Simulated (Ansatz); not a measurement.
InN (wurtzite)

```yaml
crystal:
  lattice:
    - [3.53693, 0.00000, 0.00000]
    - [-1.76847, 3.06307, 0.00000]
    - [0.00000, 0.00000, 5.71356]
  atoms:
    - { symbol: In, position: [0.66667, 0.33333, 0.00203] }
    - { symbol: In, position: [0.33333, 0.66667, 0.50203] }
    - { symbol: N, position: [0.66667, 0.33333, 0.62317] }
    - { symbol: N, position: [0.33333, 0.66667, 0.12317] }
```

Two-dimensional scan of atom 1 (In, nearest neighbour N at 2.156 Å; its periodic images, 3.5 Å or more away, move with it): u runs along (1.000, 0.000, 0.000), v along (0.000, 0.000, 1.000) (Cartesian). Cell and other atoms are fixed.

Calculation: PBEsol (plane waves to 420 eV, PAW, scalar-relativistic; Ansatz, a quantum-chemistry and plane-wave program). k mesh 9×9×5 (Γ-centred), Fermi-Dirac smearing 0.05 eV. Energies are smeared free energies. With partly filled bands, energies and forces of such displacements shift with the k mesh and the smearing. At this level the bands of InN touch or barely overlap; measurements give the solid a gap. InN was relaxed with its symmetry unable to fall. The last digit holds for this mesh only.

Changes of ΔE (meV/cell) from the point u = 0.000 Å, v = 0.000 Å when one coordinate moves alone (two changes are said to add if the coupling is within 5 % of the smaller one, nearly so within 20 %):

| point | change |
|---|---|
| u = 0.000 Å, v = -0.320 Å | 1147.2 |
| u = 0.000 Å, v = -0.160 Å | 232.2 |
| u = -0.320 Å, v = 0.000 Å | 569.9 |
| u = -0.160 Å, v = 0.000 Å | 134.3 |
| u = 0.160 Å, v = 0.000 Å | 134.3 |
| u = 0.320 Å, v = 0.000 Å | 569.9 |
| u = 0.000 Å, v = 0.160 Å | 157.5 |
| u = 0.000 Å, v = 0.320 Å | 521.0 |

What is the change at u = 0.320 Å, v = -0.320 Å, where both move, and how far is it from the sum?

The sum of the single changes is 569.9 + (1147.2) = 1717.1; the calculation gives 1269.5, so the coupling contributes -447.6 (over 20 % of the smaller single change, not additive).

Do the two effects add at u = 0.320 Å, v = 0.160 Å? Give the computed change.

The sum of the single changes is 569.9 + (157.5) = 727.4; the calculation gives 912.3, so the coupling contributes 184.9 (over 20 % of the smaller single change, not additive).

Do the two effects add at u = 0.160 Å, v = 0.160 Å? Give the computed change.

The sum of the single changes is 134.3 + (157.5) = 291.8; the calculation gives 335.1, so the coupling contributes 43.3 (over 20 % of the smaller single change, not additive).

(For displaced atoms, the force is minus the slope of the energy, and its curvature is a force constant, which sets phonon frequencies.)
